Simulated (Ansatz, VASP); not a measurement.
# WS2 in VASP and in Ansatz

INCAR

```
SYSTEM = WS2
ALGO     = Normal         ! electronic algorithm
EDIFF    = 1E-6           ! SCF threshold, eV
ENCUT    = 520            ! plane-wave cutoff, eV
GGA      = PE             ! functional
ISIF     = 2              ! what is computed and relaxed
ISMEAR   = 0              ! smearing method
LASPH    = .True.         ! aspherical terms in the spheres
LCHARG   = .True.         ! write CHGCAR
LELF     = .True.         ! ELF
LREAL    = .False.        ! projectors in reciprocal space
LVHAR    = .True.       
LWAVE    = .False.        ! write WAVECAR
NBANDS   = 20             ! bands
NELM     = 80             ! most SCF steps
PREC     = Accurate       ! precision mode
SIGMA    = 0.1            ! smearing width, eV
```

Contents of KPOINTS:

```
k-points
0
Gamma
  6 6 6
  0 0 0
```

POSCAR

```
WS2
1.0
    1.5924332554      0.9193917687      6.4898005779
   -1.5924332554      0.9193917687      6.4898005779
    0.0000000000     -1.8387835373      6.4898005779
W S
1 2
Direct
    0.0006678700      0.0006678700      0.0006678700
    0.4141123200      0.4141123200      0.4141123200
    0.2539198100      0.2539198100      0.2539198100
```

Input for Ansatz:

```yaml
crystal:
  lattice:
    - [1.5924332554, 0.9193917687, 6.4898005779]
    - [-1.5924332554, 0.9193917687, 6.4898005779]
    - [0.0, -1.8387835373, 6.4898005779]
  atoms:
    - { symbol: W, position: [0.00066787, 0.00066787, 0.00066787] }
    - { symbol: S, position: [0.41411232, 0.41411232, 0.41411232] }
    - { symbol: S, position: [0.25391981, 0.25391981, 0.25391981] }
basis:
  ecutwfc: 420
kpoints:
  mp_grid: { grid: [6, 6, 6] }
hamiltonian:
  xc: pbe
scf:
  occupations: { method: gaussian, width: 0.1 }
output:
  forces: true
  stress: true
  eigenvalues: true
```

Measurements of this composition are mostly on another form, of space group No. 194.

Alike in both runs: task single point; functional PBE; k mesh 6 × 6 × 6; occupations gaussian, width 0.1 eV; no spin polarisation.

```csv
,VASP,Ansatz
version,VASP 6.6.1,Ansatz 0.2.0
potentials or method,"VASP PAW PBE potentials, release 64 (W_sv, S)","scalar-relativistic, plane waves, PAW"
plane-wave cutoff (eV),520,420
valence electrons in the cell,26,26
```

Ansatz gave:

| Item | Value |
| --- | --- |
| gap on the k mesh at the Fermi level (eV) | 1.24 |
| least direct gap on the mesh (eV) | 1.79 |
| pressure (GPa) | 1.8 |
| largest component of the traceless stress (GPa) | 1.12 |
| rms of the force components (eV/Å) | 0.098 |

Q: Which values does VASP return?

A: gap on the k mesh at the Fermi level (eV): 1.26; least direct gap on the mesh (eV): 1.79; pressure (GPa): 1.8; largest component of the traceless stress (GPa): 1.11; rms of the force components (eV/Å): 0.099.

Atom by atom the forces differ by 0.001 eV/Å (rms over components). The functional is the same, so the differences come from potentials, cutoffs and numerics.

Caveats: spin-orbit coupling is left out, which moves the levels of the heavy elements. As with any semilocal functional, this PBE gap is likely too small. A k mesh can miss the band edges.
